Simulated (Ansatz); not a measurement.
**Band transport in NbN**

Method: DFT PBEsol, scalar-relativistic, plane waves, PAW (Ansatz). Settings: 420 eV plane-wave cutoff, Γ-centred 16×16×16 mesh, Fermi-Dirac smearing of 0.15 eV. No spin polarisation.

Relaxed structure:
```yaml
crystal:
  lattice:
    - [0.00000, 2.19089, 2.19089]
    - [2.19089, 0.00000, 2.19089]
    - [2.19089, 2.19089, 0.00000]
  atoms:
    - { symbol: Nb, position: [0.50000, 0.50000, 0.50000] }
    - { symbol: N, position: [0.00000, 0.00000, 0.00000] }
```

In a metal these results depend on the k mesh and the smearing.

Constant relaxation time and rigid bands. The levels are interpolated over the whole zone and filled by a Fermi function at the stated temperature, with the chemical potential set by the electron count. Seebeck coefficients of a few μV/K are small differences and uncertain even in sign.

(1) Give the Drude plasma energies, the density of states at the chemical potential and σ/τ at 300 K.

(2) And the Seebeck coefficient (μV/K)?

Answers

(1)
* Plasma energy xx, yy, zz: 10.12, 10.12, 10.12 eV
* Density of states (thermally broadened): 0.93 states/eV/cell
* Conductivity over τ, xx, yy, zz: 20.9, 20.9, 20.9 ×10²⁰ (Ω·m·s)⁻¹

(2)
```
T (K) Sxx Syy Szz
  300  0.4  0.4  0.4
  600  1.4  1.4  1.4
  900  1.3  1.3  1.3
```

Cost: 1 run of about 5.5 core-minutes, on AMD EPYC 7R43 (Zen 3) (shared hosts).